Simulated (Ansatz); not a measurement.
# ScAl₃ films: biaxial stress and wafer bow

Plane-wave DFT in Ansatz, PBE, scalar-relativistic PAW potentials, cutoff 420 eV, no spin-orbit coupling; no spin polarisation. ScAl₃ in space group Pm-3m, which needn't be the usual phase of this composition, strained equally along a and b of the conventional cell, with c and the atoms relaxed within the symmetry (a film with c along the normal). Stress is the in-plane mean, tension positive.

| strain (%) | stress (GPa) | E − E(0) (meV/atom) |
| --- | --- | --- |
| -6.0 | ? | 94.8 |
| -4.0 | -9.97 | 39.9 |
| -2.0 | -4.53 | 9.4 |
| +0.0 | -0.03 | 0.0 |
| +2.0 | 3.63 | 8.1 |
| +4.0 | 6.53 | 30.8 |
| +6.0 | 8.77 | 65.0 |

Problem. Fit the stress, get the biaxial modulus and predict the missing row.

Solution. A parabola through the given rows is σ = -0.06 + 2.065 ε -0.1000 ε² GPa (ε in %), so M = dσ/dε = 206 GPa at zero. It predicts -16.05 GPa at -6.0 %; the run gave -16.32 GPa. The miss is 0.27 GPa, so the fit holds even one step beyond its range. The negative square term means that the film is stiffer in compression than in tension. The energies check it: E/V = Mε² at small strain, and a cubic fit with V = 17.30 Å³/atom gives M = 206 GPa, in agreement.

Problem. How much does a 50 nm film at -0.3 % strain bow a 300 mm Si(001) wafer 775 μm thick?

Solution. The fit, without its small constant, gives σ = -0.63 GPa. Stoney's formula, κ = 6σt_f/(M_s t_s²) with M_s = 180.5 GPa for Si(001) (literature), gives |κ| = 1.74×10⁻³ m⁻¹ and a bow κr²/2 = 19.6 μm at r = 150 mm, with the film side convex (compression pushes the centre up). This assumes a single-crystal or fully textured, unrelaxed film at 0 K.

The cell has no gap in any row, so the stresses hang on mesh and smearing.

Cost: about 2.4 core-minutes for the runs cited, on Intel Xeon 6975P-C (Granite Rapids) (shared hosts).